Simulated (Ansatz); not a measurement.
**ZnS: compression at zero temperature**

One table from this session's results is given with a row withheld; the runs are named, their logs left out.

Program: Ansatz 0.2.0. Level of theory: DFT PBE, scalar-relativistic, plane waves, PAW. These are calculated values, not measurements.

2 further runs of the same task are left out: 2 set aside as unsound or not needed.

## Starting point

The structure is hexagonal, space group P6_3mc (No. 186). Conventional cell: a = 3.844 Å, b = 3.844 Å, c = 6.305 Å, α = 90.00°, β = 90.00°, γ = 120.00°. Zn (site symmetry 3m) has 4 S at 2.36 Å as nearest neighbours. S (site symmetry 3m) is surrounded by 4 Zn at 2.36 Å.

As a file:

```cif
data_structure
_symmetry_space_group_name_H-M 'P 1'
_symmetry_Int_Tables_number 1
_cell_length_a 3.8441
_cell_length_b 3.8441
_cell_length_c 6.3046
_cell_angle_alpha 90.000
_cell_angle_beta 90.000
_cell_angle_gamma 120.000
_cell_volume 80.68
loop_
_atom_site_label
_atom_site_type_symbol
_atom_site_fract_x
_atom_site_fract_y
_atom_site_fract_z
_atom_site_occupancy
Zn1 Zn 0.33333 0.66667 0.00027 1
Zn2 Zn 0.66667 0.33333 0.50027 1
S1 S 0.33333 0.66667 0.37473 1
S2 S 0.66667 0.33333 0.87473 1
```

It goes back to an entry of the Materials Project.

This cell was relaxed beforehand with the same method: volume 20.17 Å³/atom, gap on the mesh 2.08 eV.

Set-up of the first run:

The input, input.yaml:

```yaml
crystal:
  lattice:
    - [3.8693554325, 0.0, 0.0]
    - [-1.9346777162, 3.3509601008, 0.0]
    - [0.0, 0.0, 6.3461186523]
  atoms:
    - { symbol: Zn, position: [0.3333333333, 0.6666666667, 0.0002666736] }
    - { symbol: Zn, position: [0.6666666667, 0.3333333333, 0.5002666736] }
    - { symbol: S, position: [0.3333333333, 0.6666666667, 0.3747333264] }
    - { symbol: S, position: [0.6666666667, 0.3333333333, 0.8747333264] }
basis:
  ecutwfc: 420
kpoints:
  mp_grid: { grid: [12, 12, 6] }
hamiltonian:
  xc: pbe
scf:
  occupations: { method: gaussian, width: 0.02 }
output:
  forces: true
  stress: true
  eigenvalues: true
  write_density: true
  write_potential: true
  elf: true
  volumetric_format: npy
relax:
  adjacent_minimum: "off"
  f_tol: 0.008
  max_steps: 50
  cell: { stress_tol: 0.08, p_target: -2.0 }
```

On the command line:

```sh
ansatz run input.yaml --threads 1 --pin off --max-ram 2560MiB --backend cpu --events-out ev --progress --plain --runs-dir out
```

Among the steps run: -2 GPa; The gap over the whole zone at -2 GPa; Relaxing at 2 GPa; Band edges over the zone at 2 GPa; Relaxing at 5 GPa; The gap over the whole zone at 5 GPa; Relaxing at 10 GPa; Seeking the band edges at 10 GPa; 20 GPa; Band edges over the zone at 20 GPa; Relaxing at 40 GPa; Seeking the band edges at 40 GPa.

One table of the session follows, with a row left open; its other results are not shown here.

Lengths are those of the vectors of the cell that was run:

| P (GPa) | V (Å³/atom) | a (Å) | b (Å) | c (Å) | ΔH (eV/atom) |
| --- | --- | --- | --- | --- | --- |
| -2 | 20.82 | 3.886 | 3.886 | 6.368 | -0.256 |
| 0 | 20.17 | 3.844 | 3.844 | 6.305 | 0.000 |
| 2 | ? | ? | ? | ? | ? |
| 5 | 18.94 | 3.762 | 3.762 | 6.181 | 0.610 |
| 10 | 18.03 | 3.698 | 3.698 | 6.091 | 1.186 |
| 20 | 16.69 | 3.596 | 3.596 | 5.959 | 2.267 |
| 40 | 14.95 | 3.446 | 3.446 | 5.816 | 4.233 |

Q: Estimate the row for P (GPa) = 2 from the others.

Worked estimate for «V (Å³/atom)». A straight line through the neighbours (0, 20.17) and (5, 18.94) gives 20.17 + (18.94 − 20.17) × (2 − 0) / (5 − 0) = 19.68; a parabola fitted to 4 rows on both sides gives 19.64.

The run gave: V (Å³/atom): 19.64; a (Å): 3.809; b (Å): 3.809; c (Å): 6.252; ΔH (eV/atom): 0.248. In «V (Å³/atom)» the line misses by +0.04 and the parabola by 0.00.

ΔH is E + PV over the energy at zero pressure; a, b and c are the vectors of the computed cell.

To keep in mind: Other structures may take over in this range; these runs cannot find them.
